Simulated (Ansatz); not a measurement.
**GaP: band structure with PBE0**

**What was measured.**

From “Stacking defects in GaP nanowires: Electronic structure and optical properties”, 2018, arxiv:1810.01194, for a bulk crystal of GaP at 10 K: band gap 2.34 eV (indirect).

GaP:

```
Ga P
1.0
     0.00000    2.72525    2.72525
     2.72525    0.00000    2.72525
     2.72525    2.72525    0.00000
Ga P
1 1
Cartesian
  0.0000 0.0000 0.0000
  4.0879 4.0879 4.0879
```

* Program: Ansatz 0.2.0
* Task: band structure
* Functional: PBE0
* Potentials or basis: Ansatz PAW
* Cutoff: 420 eV (not typed: the program's choice for these potentials)
* k mesh: 6 × 6 × 6
* Occupations: fermi-dirac, width 0.05 eV
* Spin: no spin polarisation
* Path: [["G", "X", "W", "K", "G", "L", "U", "W", "L", "K"], ["U", "X"]]
* Points for each segment of the path: 4

```json
{"Pressure": "0.5 GPa", "Band gap on the k mesh": "2.96 eV, indirect (least direct gap 3.45 eV)", "Band gap along the path": "2.96 eV, indirect (least direct gap 3.45 eV)"}
```

Levels at the corners of the path, in eV from the valence-band top:
```tsv
point	band 5	band 6	band 7	band 8	band 9	band 10	band 11	band 12	band 13	band 14
Γ	-17.09	-13.88	0.00	0.00	0.00	3.45	5.45	5.45	5.45	10.54
X	-17.07	-10.67	-7.43	-2.97	-2.97	2.96	3.24	12.78	12.78	13.29
W	-17.08	-10.57	-7.17	-3.97	-3.77	6.21	6.70	7.74	7.86	13.73
K	-17.08	-10.71	-7.19	-4.36	-2.49	3.59	6.45	10.14	10.18	11.24
Γ	-17.09	-13.88	0.00	0.00	0.00	3.45	5.45	5.45	5.45	10.54
L	-17.08	-11.65	-7.34	-1.23	-1.23	3.17	6.31	6.31	9.94	12.86
U	-17.08	-10.71	-7.19	-4.36	-2.49	3.59	6.45	10.14	10.18	11.24
W	-17.08	-10.57	-7.17	-3.97	-3.77	6.21	6.70	7.74	7.86	13.73
L	-17.08	-11.65	-7.34	-1.23	-1.23	3.17	6.31	6.31	9.94	12.86
K	-17.08	-10.71	-7.19	-4.36	-2.49	3.59	6.45	10.14	10.18	11.24
U	-17.08	-10.71	-7.19	-4.36	-2.49	3.59	6.45	10.14	10.18	11.24
X	-17.07	-10.67	-7.43	-2.97	-2.97	2.96	3.24	12.78	12.78	13.29
```

Run time: 37 s on 1 × NVIDIA H100 80GB HBM3 with 2 threads of AMD EPYC 7R13 Processor (Zen 3) (shared host), peak memory 2 GiB.

Measured gap of GaP: 2.34 eV (indirect; 10 K; quoted in “Stacking defects in GaP nanowires: Electronic structure and optical properties”, 2018, arxiv:1810.01194). This calculation gives 2.96 eV (+0.62 eV). Spin-orbit coupling on Ga is left out. The value is that of PBE0, without temperature or zero-point motion.

Caveat: the PAW data sets come from PBE, with cores solved anew for the run's functional, which leaves a small shift of forces and pressure; the thresholds are loose for stress.
